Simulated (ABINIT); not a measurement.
Wanted: the native input for an ABINIT 10.8.3 (patched build) run.

| Quantity | Value |
| --- | --- |
| Task | band structure |
| Functional | rPW86PBE |
| Potentials or basis | JTH PAW PBE v2.0 |
| Cutoff | 626 eV |
| k mesh | 9 × 9 × 9 |
| Occupations | fermi-dirac, width 0.05 eV |
| Spin | spin-orbit coupling, no magnetisation |
| Fine-grid cutoff | 1224.51 eV |
| Exchange and correlation inside the PAW spheres | full angular mesh (pawxcdev 0, this build's default; the released program takes 1) |

SrO:

```
CELL_PARAMETERS angstrom
0.00000 2.56630 2.56630
2.56630 0.00000 2.56630
2.56630 2.56630 0.00000
ATOMIC_POSITIONS crystal
Sr 0.50000 0.50000 0.50000
O 0.00000 0.00000 0.00000
```

One way to write it, as run:

run.abi

```
# Datasets: ground state, then fixed potential
ndtset 2

# Pseudopotentials
pp_dirpath "./"
pseudos "Sr.GGA_PBE-JTH.xml, O.GGA_PBE-JTH.xml"

# Structure
acell 6.8583759662 6.8583759662 6.8583759662
rprim
     0.0000000000     0.7071067812     0.7071067812
     0.7071067812     0.0000000000     0.7071067812
     0.7071067812     0.7071067812     0.0000000000
ntypat 2
znucl 38 8
natom 2
typat 1 2
xred
     0.5000000000     0.5000000000     0.5000000000
     0.0000000000     0.0000000000     0.0000000000

# Plane-wave basis
ecut 23.0
pawecutdg 45.0

# Exchange and correlation
ixc -144130

# Bands and occupations
occopt 3
tsmear 0.00183747

# Spin
nspinor 2
nspden 1
pawspnorb 1

# SCF cycle
nstep 100

# Output
iomode 3
prtwf 0
prteig 0
prtebands 0
enunit 1
prtden1 1
prtvha1 1
prtvclmb1 1
prtpot1 1

# Dataset 1
kptopt1 4
ngkpt1 9 9 9
nshiftk1 1
shiftk1 0.0 0.0 0.0
nband1 24
tolvrs1 1.0e-9

# Dataset 2: bands along G-X-W-K-G-L-U-W-L-K
iscf2 -2
getden2 1
nband2 36
nbdbuf2 8
tolwfr2 1.0e-11
kptopt2 -9
ndivsm2 6
prteig2 1
prtvol2 -3
kptbounds2
     0.0000000000     0.0000000000     0.0000000000
     0.5000000000     0.0000000000     0.5000000000
     0.5000000000     0.2500000000     0.7500000000
     0.3750000000     0.3750000000     0.7500000000
     0.0000000000     0.0000000000     0.0000000000
     0.5000000000     0.5000000000     0.5000000000
     0.6250000000     0.2500000000     0.6250000000
     0.5000000000     0.2500000000     0.7500000000
     0.5000000000     0.5000000000     0.5000000000
     0.3750000000     0.3750000000     0.7500000000
```

Potentials or basis: JTH PAW PBE v2.0.

Launch:

```sh
$ abinit run.abi > log 2>&1
```

Results of the run:

```yaml
Pressure: 5.5 GPa
Band_gap_on_the_k_mesh: 3.38 eV, indirect (least direct gap 3.44 eV)
Band_gap_along_the_path: 3.32 eV, indirect (least direct gap 3.37 eV)
Valence_electrons_inside_the_program's_atomic_spheres: Sr 7.35; O 4.53
```

Caveat: the PAW data sets were made with another functional, which shifts forces and pressure a little.

It took 3 min on 1 thread of AMD EPYC 7R43 64-Core Processor (Zen 3), on a shared host, peak memory 0.22 GiB.
